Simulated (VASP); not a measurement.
# Sb2Se3 (P2_1/m) in VASP: further runs

Runs on Sb2Se3. Level: PBE. Tasks: relaxation of cell and atoms.

Everything below comes from runs of VASP 6.6.1. Logs are shortened: lines on timing, memory, paths and dates and some standing lists are left out, and cuts for length are marked.

## 1. The structure

It takes space group P2_1/m (No. 11, monoclinic). The conventional cell has a = 6.769 Å, b = 4.041 Å, c = 11.009 Å, α = 90.00°, β = 94.51°, γ = 90.00°. Sb (site symmetry m) is surrounded by 3 Se at 2.62 to 2.81 Å. Sb (site symmetry m) is surrounded by 3 Se at 2.71 to 2.79 Å. Se (site symmetry m) is surrounded by 1 Sb at 2.62 Å. Se (site symmetry m) has 3 Sb at 2.79 to 2.81 Å as nearest neighbours. Se (site symmetry m) has 2 Sb at 2.71 Å as nearest neighbours.

The cell was built by a generator and needn't be a form met in nature.

## 2. Relaxation of cell and atoms, PBE

INCAR

```
SYSTEM = Sb2Se3
ALGO = Normal ; EDIFF = 1E-6
EDIFFG = -0.01 ; ENCUT = 520
GGA = PE ; IBRION = 2
ISIF = 3 ; ISMEAR = 0
KPAR = 8 ; LASPH = .True.
LCHARG = .False. ; LREAL = .False.
LWAVE = .False. ; NELM = 120
NSW = 90 ; PREC = Accurate
SIGMA = 0.1
```

KPOINTS

```
k-points
0
Gamma
  6 8 4
  0 0 0
```

POSCAR

```
Sb2Se3
1.0
    6.7694044800      0.0000000000      0.0000000000
    0.0000000000      4.0410000000      0.0000000000
   -0.8650275000      0.0000000000     10.9751997000
Sb Se
4 6
Direct
    0.2592192200      0.2500000000      0.0478589100
    0.0894233200      0.7500000000      0.3480623900
    0.7407807800      0.7500000000      0.9521410900
    0.9105766800      0.2500000000      0.6519376100
    0.9131983700      0.2500000000      0.1388452900
    0.4125312600      0.7500000000      0.2059383900
    0.2598513600      0.2500000000      0.4831326500
    0.0868016300      0.7500000000      0.8611547100
    0.5874687400      0.2500000000      0.7940616100
    0.7401486400      0.7500000000      0.5168673500
```

Potentials or basis: VASP PAW PBE potentials, release 64 (Sb, Se).

Launch:

```
$ cat potpaw_PBE.64/Sb/POTCAR potpaw_PBE.64/Se/POTCAR > POTCAR
$ mpirun -np 8 vasp_std > vasp.out
```

OUTCAR:

```text
SYSTEM = Sb2Se3
   EDIFF = 1E-6
   EDIFFG = -0.01
   ENCUT = 520
   GGA = PE
   IBRION = 2
   ISIF = 3
   ISMEAR = 0
   LASPH = .True.
   LREAL = .False.
   NELM = 120
   NSW = 90
   PREC = Accurate

 ion  position               nearest neighbor table
   1  0.259  0.250  0.048-   5 2.62   6 2.81   6 2.81   8 3.05   8 3.05
   2  0.089  0.750  0.348-   7 2.71   7 2.71   6 2.79  10 3.12   5 3.22   5 3.22
   3  0.741  0.750  0.952-   8 2.62   9 2.81   9 2.81   5 3.05   5 3.05
   4  0.911  0.250  0.652-  10 2.71  10 2.71   9 2.79   7 3.12   8 3.22   8 3.22
   5  0.913  0.250  0.139-   1 2.62   3 3.05   3 3.05   2 3.22   2 3.22
   6  0.413  0.750  0.206-   2 2.79   1 2.81   1 2.81
   7  0.260  0.250  0.483-   2 2.71   2 2.71   4 3.12
   8  0.087  0.750  0.861-   3 2.62   1 3.05   1 3.05   4 3.22   4 3.22
   9  0.587  0.250  0.794-   4 2.79   3 2.81   3 2.81
  10  0.740  0.750  0.517-   4 2.71   4 2.71   2 3.12

  LATTYP: Found a simple monoclinic cell.
 ALAT       =     6.7694044800
 B/A-ratio  =     0.5969505903
 C/A-ratio  =     1.6263226997
 COS(beta)  =    -0.0785728898

  Lattice vectors:

 A1 = (   6.7694044800,   0.0000000000,   0.0000000000)
 A2 = (   0.0000000000,   4.0410000000,   0.0000000000)
 A3 = (  -0.8650275000,   0.0000000000,  10.9751997000)

Analysis of symmetry for initial positions (statically):
=====================================================================
 Subroutine PRICEL returns:
 Original cell was already a primitive cell.

 Routine SETGRP: Setting up the symmetry group for a
 simple monoclinic supercell.

 Subroutine GETGRP returns: Found  4 space group operations
 (whereof  2 operations were pure point group operations)
 out of a pool of  4 trial point group operations.

The static configuration has the point symmetry S_2 .
 The point group associated with its full space group is C_2h.

Analysis of symmetry for dynamics (positions and initial velocities):
=====================================================================
 Subroutine PRICEL returns:
 Original cell was already a primitive cell.

 Routine SETGRP: Setting up the symmetry group for a
 simple monoclinic supercell.

 Subroutine GETGRP returns: Found  4 space group operations
 (whereof  2 operations were pure point group operations)
 out of a pool of  4 trial point group operations.

The dynamic configuration has the point symmetry S_2 .
 The point group associated with its full space group is C_2h.

 Subroutine INISYM returns: Found  4 space group operations
 (whereof  2 operations are pure point group operations),
 and found     1 'primitive' translations

----------------------------------------------------------------------------------------

                                     Primitive cell

  volume of cell :     300.2284

  direct lattice vectors                    reciprocal lattice vectors
     6.769404480  0.000000000  0.000000000     0.147723482  0.000000000  0.011643057
     0.000000000  4.041000000  0.000000000     0.000000000  0.247463499  0.000000000
    -0.865027500  0.000000000 10.975199700     0.000000000  0.000000000  0.091114515

  length of vectors
     6.769404480  4.041000000 11.009236169     0.148181604  0.247463499  0.091114515

  position of ions in fractional coordinates (direct lattice)
     0.259219220  0.250000000  0.047858910
     0.089423320  0.750000000  0.348062390
     0.740780780  0.750000000  0.952141090
     0.910576680  0.250000000  0.651937610
     0.913198370  0.250000000  0.138845290
     0.412531260  0.750000000  0.205938390
     0.259851360  0.250000000  0.483132650
     0.086801630  0.750000000  0.861154710
     0.587468740  0.250000000  0.794061610
     0.740148640  0.750000000  0.516867350

  ion indices of the primitive-cell ions
   primitive index   ion index
                 1           1
                 2           2
                 3           3
                 4           4
                 5           5
                 6           6
                 7           7
                 8           8
                 9           9
                10          10

----------------------------------------------------------------------------------------

 KPOINTS: k-points

Automatic generation of k-mesh.
 Grid dimensions read from file:
 generate k-points for:    6    8    4

 Generating k-lattice:

  Cartesian coordinates                     Fractional coordinates (reciprocal lattice)
     0.024620580  0.000000000  0.001940509     0.166666667  0.000000000  0.000000000
     0.000000000  0.030932937  0.000000000     0.000000000  0.125000000  0.000000000
     0.000000000  0.000000000  0.022778629     0.000000000  0.000000000  0.250000000

  Length of vectors
     0.024696934  0.030932937  0.022778629

  Shift w.r.t. Gamma in fractional coordinates (k-lattice)
     0.000000000  0.000000000  0.000000000

 Subroutine IBZKPT returns following result:
 ===========================================

 Found     70 irreducible k-points:

 Following reciprocal coordinates:
            Coordinates               Weight
  0.000000  0.000000  0.000000      1.000000
  0.166667  0.000000 -0.000000      2.000000
  0.333333  0.000000 -0.000000      2.000000
  0.500000  0.000000 -0.000000      1.000000
  0.000000  0.125000  0.000000      2.000000
  0.166667  0.125000 -0.000000      4.000000
[... 16 lines left out ...]
  0.333333  0.000000  0.250000      2.000000
  0.500000  0.000000  0.250000      2.000000
 [... further k-points ...]
   k-points           NKPTS =     70   k-points in BZ     NKDIM =     70   number of bands    NBANDS=     34
   number of dos      NEDOS =    301   number of ions     NIONS =     10
   total plane-waves  NPLWV = 126000
   dimension x,y,z NGX =    50 NGY =   30 NGZ =   84
   dimension x,y,z NGXF=   100 NGYF=   60 NGZF=  168
   ions per type =               4   6
   NGX,Y,Z   is equivalent  to a cutoff of  12.28, 12.34, 12.68 a.u.
   NGXF,Y,Z  is equivalent  to a cutoff of  24.56, 24.68, 25.37 a.u.
 SYSTEM =  Sb2Se3
   PREC   = accura    normal or accurate (medium, high low for compatibility)
   ISTART =      0    job   : 0-new  1-cont  2-samecut
   ICHARG =      2    charge: 1-file 2-atom 10-const
   ISPIN  =      1    spin polarized calculation?
   LNONCOLLINEAR =      F non collinear calculations
   LSORBIT =      F    spin-orbit coupling
   LASPH  =      T    aspherical Exc in radial PAW
   ENCUT  =  520.0 eV  38.22 Ry    6.18 a.u.  12.59  7.51 20.47*2*pi/ulx,y,z
   NELM   =    120;   NELMIN=  2; NELMDL= -5     # of ELM steps
   EDIFF  = 0.1E-05   stopping-criterion for ELM
   LREAL  =      F    real-space projection
   EDIFFG = -.1E-01   stopping-criterion for IOM
   NSW    =     90    number of steps for IOM
   IBRION =      2    ionic relax: 0-MD 1-quasi-New 2-CG
   NFREE  =      1    steps in history (QN), initial steepest desc. (CG)
   ISIF   =      3    stress and relaxation
   ISYM   =      2    0-nonsym 1-usesym 2-fastsym
   POTIM  = 0.5000    time-step for ionic-motion
   TEBEG  =    0.0;   TEEND  =   0.0 temperature during run
   PSTRESS=    0.0 pullay stress
   NELECT =      56.0000    total number of electrons
   NUPDOWN=      -1.0000    fix difference up-down
   EMIN   =  10.00;   EMAX   =-10.00  energy-range for DOS
   EFERMI =   0.00;   METHOD = LEGACY
   ISMEAR =     0;   SIGMA  =   0.10  broadening in eV -4-tet -1-fermi 0-gaus
   EFERMI_NEDOS =   21; number of points for ismear=-14 and -15
   IALGO  =     38    algorithm
   IMIX   =      4    mixing-type and parameters
     AMIX     =   0.40;   BMIX     =  1.00
     AMIX_MAG =   1.60;   BMIX_MAG =  1.00
  volume/ion in A,a.u.               =      30.02       202.60
  Fermi-wavevector in a.u.,A,eV,Ry     =   0.935378  1.767607 11.904160  0.874931
  Thomas-Fermi vector in A             =   2.062279
   LORBIT       =      0    0 simple, 1 ext, 2 COOP (PROOUT), +10 PAW based schemes
   GGA     = PE    functional components
   LHFCALC =     F    Hartree Fock is set to
   AEXX    =    0.0000 exact exchange contribution
   IVDW    =     0    specifies the selected vdW correction
   LEPSILON=     F    determine dielectric tensor
   LRPA    =     F    only Hartree local field effects (RPA)
 conjugate gradient relaxation of ions
 non-spin polarized calculation
 Gauss-broadening in eV      SIGMA  =   0.10
  energy-cutoff  :      520.00
  volume of cell :      300.23
 maximum number of plane-waves:      8139
   NGX = 25   NGY = 15   NGZ = 41

--------------------------------------- Ionic step        1  -------------------------------------------

 number of electron      55.9999996 magnetization

 Free energy of the ion-electron system (eV)
  ---------------------------------------------------
  ext. energy  EPLUGINS =         0.00000000
  ---------------------------------------------------
  free energy    TOTEN  =       -40.09460760 eV

  energy without entropy =      -40.09458791  energy(sigma->0) =      -40.09459776

------------------------ aborting loop because EDIFF is reached ----------------------------------------

  FORCE on cell =-STRESS in cart. coord.  units (eV):
  Direction    XX          YY          ZZ          XY          YZ          ZX
  --------------------------------------------------------------------------------------
  -------------------------------------------------------------------------------------
  Total        0.0415980      0.3127124      0.2084837      0.0000000      0.0000000      0.6468050
  in kB        0.2219887      1.6687988      1.1125793      0.0000000      0.0000000      3.4516932
  external PRESSURE =       1.0011223 kB  Pullay stress =       0.0000000 kB
[... 113 lines left out ...]
  FREE ENERGIE OF THE ION-ELECTRON SYSTEM (eV)
  ---------------------------------------------------
  free  energy   TOTEN  =       -40.0978017189 eV

  energy  without entropy=      -40.0977932507  energy(sigma->0) =      -40.09779748

[... ionic steps 4 to 76 ...]

--------------------------------------- Ionic step       77  -------------------------------------------

 number of electron      55.9999998 magnetization

------------------------ aborting loop because EDIFF is reached ----------------------------------------
[... 83 lines left out ...]
--------------------------------------- Ionic step       79  -------------------------------------------

 number of electron      55.9999998 magnetization

 Free energy of the ion-electron system (eV)
  ---------------------------------------------------
  ext. energy  EPLUGINS =         0.00000000
  ---------------------------------------------------
  free energy    TOTEN  =       -40.26280035 eV

  energy without entropy =      -40.26279968  energy(sigma->0) =      -40.26280002

 E-fermi :   3.7172     XC(G=0):  -8.5971

 val. band max:        3.4350252766   @ k =   0.0000   0.0000   0.2500
 cond. band min:       3.9936962932   @ k =   0.0000   0.0000   0.5000
 fundamental gap:      0.5586710166
 Fermi energy:         3.7172460371

 k-point     1 :       0.0000    0.0000    0.0000
  band No.  band energies     occupation
      1     -10.4396      2.00000
      2      -9.7777      2.00000
      3      -9.5327      2.00000
      4      -9.0465      2.00000
      5      -8.9527      2.00000
      6      -8.8740      2.00000
[... 877 lines left out ...]
     33       5.8757      0.00000
     34       5.9792      0.00000

 [... further k-points ...]

------------------------ aborting loop because EDIFF is reached ----------------------------------------

  FORCE on cell =-STRESS in cart. coord.  units (eV):
  Direction    XX          YY          ZZ          XY          YZ          ZX
  --------------------------------------------------------------------------------------
  -------------------------------------------------------------------------------------
  Total        0.0597883     -0.0317592     -0.0042042      0.0000000      0.0000000     -0.0193391
  in kB        0.3082965     -0.1637654     -0.0216786      0.0000000      0.0000000     -0.0997213
  external PRESSURE =       0.0409508 kB  Pullay stress =       0.0000000 kB
[... 25 lines left out ...]
  FREE ENERGIE OF THE ION-ELECTRON SYSTEM (eV)
  ---------------------------------------------------
  free  energy   TOTEN  =       -40.2628003543 eV

  energy  without entropy=      -40.2627996757  energy(sigma->0) =      -40.26280002

 reached required accuracy - stopping structural energy minimisation
```

It took 60 min on 8 MPI ranks of Intel Xeon 6975P-C (Granite Rapids), shared host; peak memory 0.81 GiB.

What came out:

```
Free energy                            : -40.2628 eV
Relaxed volume                         : 31.07 Å³/atom
Relaxed cell                           : a = 7.452 Å, b = 4.065 Å, c = 10.262 Å, α = 90.00°, β = 88.53°, γ = 90.00°
Space group after relaxing (to 0.05 Å) : P2_1/m (No. 11)
Energy gained by relaxing              : 16.8 meV/atom
Ionic steps                            : 79
Pressure after relaxing                : 0.0 GPa
Largest force after relaxing           : 0.009 eV/Å
Band gap on the k mesh                 : 0.56 eV, indirect (least direct gap 0.68 eV)
```

Forces in eV/Å, atoms in the order of the input:
```
Sb   0.006  0.000  0.007
Sb   0.000  0.000  0.003
Sb  -0.006  0.000 -0.007
Sb   0.000  0.000 -0.003
Se  -0.003  0.000  0.001
Se  -0.003  0.000  0.004
Se   0.005  0.000  0.004
Se   0.003  0.000 -0.001
Se   0.003  0.000 -0.004
Se  -0.005  0.000 -0.004
```

Step by step:
| step | energy change (eV) | largest force (eV/Å) | pressure (GPa) | volume (Å³) |
| --- | --- | --- | --- | --- |
| 1 | 0.0000 | 0.0744 | 0.10 | 300.23 |
| 3 | -0.0032 | 0.0769 | -0.03 | 301.01 |
| 5 | -0.0105 | 0.0624 | 0.07 | 301.24 |
| 7 | -0.0127 | 0.0965 | 0.17 | 301.42 |
| 9 | -0.0187 | 0.1186 | -0.11 | 303.92 |
| 11 | -0.0204 | 0.1662 | -0.36 | 306.16 |
| 13 | -0.0255 | 0.1492 | -0.33 | 306.85 |
| 15 | -0.0437 | 0.1500 | -0.16 | 309.94 |
| 17 | -0.0514 | 0.2062 | 0.08 | 313.11 |
| 19 | -0.0648 | 0.1378 | -0.11 | 318.67 |
| 21 | -0.0767 | 0.1707 | 0.37 | 318.21 |
| 23 | -0.0896 | 0.1352 | 0.05 | 321.46 |
| 25 | -0.0933 | 0.1491 | -0.21 | 324.10 |
| 27 | -0.1105 | 0.1397 | -0.03 | 325.24 |
| 29 | -0.1138 | 0.1849 | 0.11 | 325.92 |
| 31 | -0.1293 | 0.1062 | -0.47 | 329.75 |
| 33 | -0.1407 | 0.1395 | 0.03 | 326.38 |
| 35 | -0.1488 | 0.0669 | -0.13 | 325.43 |
| 37 | -0.1506 | 0.0636 | 0.08 | 323.40 |
| 39 | -0.1535 | 0.0478 | -0.01 | 321.69 |
| 41 | -0.1552 | 0.0582 | 0.02 | 320.73 |
| 43 | -0.1565 | 0.0486 | -0.01 | 320.35 |
| 45 | -0.1567 | 0.0567 | -0.03 | 320.11 |
| 47 | -0.1583 | 0.0397 | -0.03 | 319.18 |
| 49 | -0.1598 | 0.0559 | 0.01 | 317.14 |
| 51 | -0.1623 | 0.0384 | 0.01 | 315.20 |
| 53 | -0.1627 | 0.0433 | -0.08 | 315.20 |
| 55 | -0.1647 | 0.0534 | 0.00 | 312.67 |
| 57 | -0.1655 | 0.0394 | -0.01 | 312.11 |
| 59 | -0.1659 | 0.0286 | 0.00 | 311.70 |
| 61 | -0.1664 | 0.0150 | 0.03 | 311.39 |
| 63 | -0.1665 | 0.0178 | -0.03 | 311.69 |
| 65 | -0.1668 | 0.0169 | 0.00 | 311.34 |
| 67 | -0.1671 | 0.0222 | 0.02 | 310.84 |
| 69 | -0.1673 | 0.0178 | -0.03 | 311.11 |
| 71 | -0.1676 | 0.0149 | -0.01 | 310.97 |
| 73 | -0.1677 | 0.0194 | 0.00 | 310.91 |
| 75 | -0.1679 | 0.0221 | 0.02 | 310.72 |
| 77 | -0.1680 | 0.0182 | -0.01 | 310.79 |
| 79 | -0.1682 | 0.0093 | 0.00 | 310.71 |

Final structure:
```cif
data_structure
_symmetry_space_group_name_H-M 'P 1'
_symmetry_Int_Tables_number 1
_cell_length_a 7.4521
_cell_length_b 4.0645
_cell_length_c 10.2616
_cell_angle_alpha 90.000
_cell_angle_beta 88.534
_cell_angle_gamma 90.000
_cell_volume 310.71
loop_
_atom_site_label
_atom_site_type_symbol
_atom_site_fract_x
_atom_site_fract_y
_atom_site_fract_z
_atom_site_occupancy
Sb1 Sb 0.24462 0.25000 0.01863 1
Sb2 Sb 0.08495 0.75000 0.34907 1
Sb3 Sb 0.75538 0.75000 0.98137 1
Sb4 Sb 0.91505 0.25000 0.65093 1
Se1 Se 0.93214 0.25000 0.16479 1
Se2 Se 0.40173 0.75000 0.16323 1
Se3 Se 0.23343 0.25000 0.49993 1
Se4 Se 0.06787 0.75000 0.83521 1
Se5 Se 0.59827 0.25000 0.83677 1
Se6 Se 0.76657 0.75000 0.50007 1
```

Levels at points of the mesh, in eV from the valence-band top:
| k point | band 25 | band 26 | band 27 | band 28 | band 29 | band 30 | band 31 | band 32 |
| --- | --- | --- | --- | --- | --- | --- | --- | --- |
| (0.00, 0.00, 0.00) | -1.18 | -1.13 | -0.20 | -0.13 | 0.73 | 1.33 | 1.80 | 1.94 |
| (0.50, 0.00, 0.00) | -0.94 | -0.64 | -0.59 | -0.28 | 0.91 | 1.58 | 1.61 | 2.14 |
| (0.00, 0.50, 0.00) | -0.87 | -0.87 | -0.66 | -0.66 | 2.05 | 2.05 | 2.26 | 2.26 |
| (0.50, 0.50, 0.00) | -1.54 | -1.54 | -0.25 | -0.25 | 1.64 | 1.64 | 2.35 | 2.35 |
| (0.00, 0.00, 0.50) | -1.08 | -0.90 | -0.79 | -0.28 | 0.56 | 0.93 | 1.52 | 1.63 |
| (0.50, 0.00, 0.50) | -0.66 | -0.66 | -0.49 | -0.26 | 0.60 | 1.53 | 1.57 | 2.46 |
| (0.00, 0.50, 0.50) | -0.76 | -0.76 | -0.64 | -0.64 | 1.68 | 1.68 | 2.27 | 2.27 |
| (0.50, 0.50, 0.50) | -1.34 | -1.34 | -0.67 | -0.67 | 1.30 | 1.30 | 2.23 | 2.23 |

Caveat: spin-orbit coupling is left out, which moves the levels of the heavy elements.

(Part 1 of 2 ends here.)
